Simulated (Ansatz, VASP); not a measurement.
Two plane-wave programs on Ti

```
CELL_PARAMETERS angstrom
2.96549 0.00000 0.00000
-1.48274 2.56819 0.00000
0.00000 0.00000 9.56428
ATOMIC_POSITIONS crystal
Ti 0.00000 0.00000 0.00000
Ti 0.00000 0.00000 0.50000
Ti 0.33333 0.66667 0.75000
Ti 0.66667 0.33333 0.25000
```

Alike in both runs: task single point; functional PBEsol; k mesh 9 × 9 × 2; occupations gaussian, width 0.1 eV; no spin polarisation.

|  | VASP | Ansatz |
| --- | --- | --- |
| version | VASP 6.6.1 | Ansatz 0.2.0 |
| potentials or method | VASP PAW PBE potentials, release 64 (Ti_sv) | scalar-relativistic, plane waves, PAW |
| plane-wave cutoff (eV) | 520 | 420 |
| valence electrons in the cell | 48 | 48 |

|  | VASP | Ansatz | Ansatz less VASP |
| --- | --- | --- | --- |
| gap on the k mesh at the Fermi level (eV) | none | none | - |
| pressure (GPa) | -8.4 | -8.3 | +0.15 |
| largest component of the traceless stress (GPa) | 0.94 | 0.93 | -0.010 |

A gap of «none» marks a metal or a gap that the smearing closes.

Caveats: the PAW data sets were made with another functional, which shifts forces and pressure a little (VASP).
